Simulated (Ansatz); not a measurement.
**Ga: frozen-core PAW against all-electron methods**

```
Ga
1.0
     0.00000    2.96093    2.89456
     2.96093    0.00000    2.89456
     2.96093    2.96093    0.00000
Ga
2
Direct
  0.00000 0.00000 0.00000
  0.25000 0.25000 0.25000
```

Atom numbers follow the list: Ga1, Ga2.

The structure comes from a relaxation in the same program, started in the diamond type. Whether it is a known phase or the ground state wasn't checked. The listed cell was then made from it by scaling, straining or moving an atom.

All numbers are computed: DFT, PBE, PAW with Ansatz's default frozen-core files, scalar-relativistic (Ansatz 0.2.0); DFT, PBE, all-electron PAW with datasets made for the crystal, scalar-relativistic (Ansatz 0.2.0); DFT, PBE, all-electron LAPW, scalar-relativistic (Ansatz 0.2.0).

For PAW: a Γ-centred 12×12×12 k mesh, Fermi–Dirac smearing of 0.05 eV, cutoff 420 eV, no spin polarisation. The crystal-made all-electron datasets (AE datasets) take a cutoff of 280 eV at this cell. LAPW targets a basis error of 0.5 meV/atom. The Ansatz runs share mesh, smearing and spin set-up. Plane-wave (PAW) pressures include the program's estimate of the Pulay term.

Stress and pressure are positive in compression.

The change that made this cell: z strained by -1.5 % at fixed volume.

In a metal, gradients converge slowly with the k mesh: the values move by tens of per cent from one mesh to another, at times in sign, so only the comparison on one mesh counts.

```
                             quantity    PAW  AE datasets   LAPW
                       pressure (GPa)   0.01         0.01   0.01
                      stress xx (GPa)   0.14         0.15   0.15
                      stress zz (GPa)  -0.26        -0.25  -0.25
field gradient Vzz at Ga1 (10²¹ V/m²)   0.68         0.68      –
```

PAW's pressure differs from the LAPW value by about 0.01 GPa or less.
